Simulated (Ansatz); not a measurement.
## Infrared modes and screening in SnO (h-MgO type)

Perturbation theory with PBEsol in the plane-wave code Ansatz on the PBEsol cell, ground state and force constants on a 6×6×4 mesh. The calculation is spin-unpolarised, and the structure need not be a phase that has been made.

Space group P6_3/mmc (No. 194), hexagonal; a = 4.115 Å, c = 5.124 Å in the conventional setting, 18.78 Å³ an atom. Sn has 5 O at 2.38–2.56 Å; O has 5 Sn at 2.38–2.56 Å.

```xyz
4
Lattice="4.1149 0.0000 0.0000 -2.0574 3.5636 0.0000 0.0000 0.0000 5.1239" Properties=species:S:1:pos:R:3 pbc="T T T"
Sn    0.0000    2.3757    1.2810
Sn    2.0574    1.1879    3.8429
O     2.0574    1.1879    1.2810
O     0.0000    2.3757    3.8429
```

Optical modes without the longitudinal term (negative means imaginary):
```
ω (cm⁻¹)  degeneracy  IR intensity, summed over the level ((D/Å)²/amu)
    -339           1                                              0.00
    -187           1                                             47.24
      46           2                                              0.00
     130           1                                              0.00
     140           2                                              0.00
     192           2                                             38.05
```

2 optical levels at Γ are imaginary (339i, 187i cm⁻¹, printed negative): the cell isn't a minimum and would distort. The program warns that the force constants, and all that is formed from them, aren't settled on this k mesh. Of the real levels 1 is infrared active, the strongest at 192 cm⁻¹.

The clamped-ion dielectric constant comes out as 17.60 along x and y, 31.81 along z. Born charges, averaged over directions: Sn +2.87, O -2.87 e.

For comparison, on the r2SCAN cell the mean ε∞ is 15.4 with r2SCAN (ground state on 6×6×4; least gap 0.58 eV), 18.5 with PBE (ground state on 6×6×4; least gap 0.41 eV).

No spin-orbit coupling is included; it can move band edges with weight on the heavy atoms by tenths of an eV.
